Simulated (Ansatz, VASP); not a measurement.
Two plane-wave programs on Mo

File INCAR:

```
SYSTEM = Mo
PREC = Accurate ; ENCUT = 520
EDIFF = 1E-6 ; ISMEAR = 0
SIGMA = 0.15 ; LREAL = .False.
LASPH = .True. ; NELM = 80
ALGO = Normal ; ISIF = 2
LWAVE = .False. ; LCHARG = .True.
GGA = PE ; LELF = .True.
LVHAR = .True. ; NBANDS = 13
```

File KPOINTS:

```
Automatic mesh
0
Gamma
  24 24 24
  0 0 0
```

The input POSCAR:

```
Mo
1.0
   -1.5710000000      1.5710000000      1.5710000000
    1.5710000000     -1.5710000000      1.5710000000
    1.5710000000      1.5710000000     -1.5710000000
Mo
1
Direct
    0.0000000000      0.0000000000      0.0000000000
```

Input for Ansatz:

```yaml
crystal:
  lattice:
    - [-1.571, 1.571, 1.571]
    - [1.571, -1.571, 1.571]
    - [1.571, 1.571, -1.571]
  atoms:
    - { symbol: Mo, position: [0.0, 0.0, 0.0] }
basis:
  ecutwfc: 420
kpoints:
  mp_grid: { grid: [24, 24, 24] }
hamiltonian:
  xc: pbe
scf:
  occupations: { method: gaussian, width: 0.15 }
output:
  forces: true
  stress: true
  eigenvalues: true
  write_density: true
  write_potential: true
  elf: true
  volumetric_format: npy
```

Alike in both runs: task single point; functional PBE; k mesh 24 × 24 × 24; occupations gaussian, width 0.15 eV; no spin polarisation.

|  | VASP | Ansatz |
| --- | --- | --- |
| version | VASP 6.6.1 | Ansatz 0.2.0 |
| potentials or method | VASP PAW PBE potentials, release 64 (Mo_sv) | scalar-relativistic, plane waves, PAW |
| plane-wave cutoff (eV) | 520 | 420 |
| valence electrons in the cell | 14 | 14 |

Ansatz gave:

| Quantity | Value |
| --- | --- |
| gap on the k mesh at the Fermi level (eV) | none |
| pressure (GPa) | 4.8 |

Task: Which values does VASP return?

Result: gap on the k mesh at the Fermi level (eV): none; pressure (GPa): 5.4.

A gap of «none» marks a metal or a gap that the smearing closes. With one functional, cell and mesh, what is left measures potentials, basis and numerics.
